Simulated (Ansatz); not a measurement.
## Relaxing ScAl

Computed with Ansatz 0.2.0, DFT r2SCAN, scalar-relativistic, plane waves, PAW. Run with 500 eV cutoff, 16×16×16 k-mesh, Gaussian smearing of 0.10 eV, no spin polarisation.

What was changed: uniaxial strain along c, with a, b and atoms relaxed: +2.0 %.

Command:

```bash
ansatz run input.yaml --threads 1 --pin off --max-ram 2560MiB --backend cpu --events-out ev --progress --plain --runs-dir out
```

Input:

```yaml
crystal:
  lattice:
    - [3.3522496495, 0.0, 0.0]
    - [0.0, 3.3522496495, 0.0]
    - [0.0, 0.0, 3.4364770276]
  atoms:
    - { symbol: Sc, position: [0.5, 0.5, 0.5] }
    - { symbol: Al, position: [0.0, 0.0, 0.0] }
basis:
  ecutwfc: 500
kpoints:
  mp_grid: { grid: [16, 16, 16] }
hamiltonian:
  xc: r2scan
scf:
  occupations: { method: gaussian, width: 0.1 }
output:
  forces: true
  stress: true
  eigenvalues: true
relax:
  adjacent_minimum: "off"
  f_tol: 0.008
  max_steps: 40
  cell: { stress_tol: 0.015, fix: [c, angles] }
```

F is the free energy. Steps run on the plane waves of an earlier cell, but the last one, and at times one on the way, on a freshly chosen basis, so a repeated geometry can differ a little in energy. The held parts of the cell keep their stress, so P needn't end at zero.

Steps:

| step | F − F(1) (eV) | largest force component (eV/Å) | V (Å³/atom) | P (GPa) |
| --- | --- | --- | --- | --- |
| 1 | 0.0000 | 0.000 | 19.309 | -0.70 |
| 2 | -0.0004 | 0.000 | 19.142 | 0.00 |
| 3 | -0.0004 | 0.000 | 19.197 | -0.23 |
| 4 | -0.0003 | 0.000 | 19.197 | -0.23 |

Relaxed structure:

```
CELL_PARAMETERS angstrom
3.34249 0.00000 0.00000
0.00000 3.34249 0.00000
0.00000 0.00000 3.43648
ATOMIC_POSITIONS crystal
Sc 0.50000 0.50000 0.50000
Al 0.00000 0.00000 0.00000
```

It takes space group P4/mmm (No. 123, tetragonal). The conventional cell has a = 3.342 Å, b = 3.342 Å, c = 3.436 Å, α = 90.00°, β = 90.00°, γ = 90.00°. Around Sc (site symmetry 4/mmm) lie 8 Al at 2.92 Å and 6 Sc at 3.34 to 3.44 Å. Al (site symmetry 4/mmm) is surrounded by 8 Sc at 2.92 Å and 6 Al at 3.34 to 3.44 Å.

The run converged. It took 3.2 min on 1 thread of Intel(R) Xeon(R) Processor @ 2.50GHz (Skylake/Cascade Lake), on a shared host, peak memory 0.62 GiB.